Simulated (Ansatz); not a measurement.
Level of theory: DFT PBE, scalar-relativistic, plane waves, PAW (Ansatz 0.2.0). All cells share a 420 eV cutoff and Γ-centred k meshes spaced at most about 0.3 Å⁻¹ (about 0.25 or finer for metals, 2π included). No spin polarisation.

All energies are static (0 K, no zero-point motion).

**Question.** Which of these relaxed structures of BeC3 is the lowest in energy?
1. Space group Immm (No. 71), orthorhombic, a = 2.591 Å, b = 6.324 Å, c = 9.827 Å. Be is surrounded by 4 C at 1.89 Å; C on a site of symmetry m2m has 3 C at 1.37–1.40 Å; C on a site of symmetry m is surrounded by 1 C at 1.40 Å, 1 C at 1.51 Å and 2 Be at 1.89 Å.
2. Space group R-3m (No. 166), trigonal, a = 5.427 Å, c = 5.842 Å. Be has 2 C at 1.63 Å; C on a site of symmetry -3m is surrounded by 2 C at 1.29 Å; around C on a site of symmetry 3m lie 1 C at 1.29 Å and 1 Be at 1.63 Å.

**Answer.** 1. The other, cell 2, lies 98 meV/atom higher. Counting C atoms around Be (those within 1.25 times the shortest such distance or 1.15 times the sum of covalent radii): cell 1 has Be 4; cell 2 has Be 2. Cell 1 and cell 2 both hold C–C units of three or more atoms. Both come from invented guesses. Even the lowest of the cells shown lies +1.16 eV/atom against the elements.

Weakly bound directions are ill-defined at this level, which has no dispersion term (Immm, R-3m), and this can change margins and order among such cells. Cells relaxed within their symmetry can be saddle points. Some types were kept out of the candidates beforehand, so the set may lack a known form.
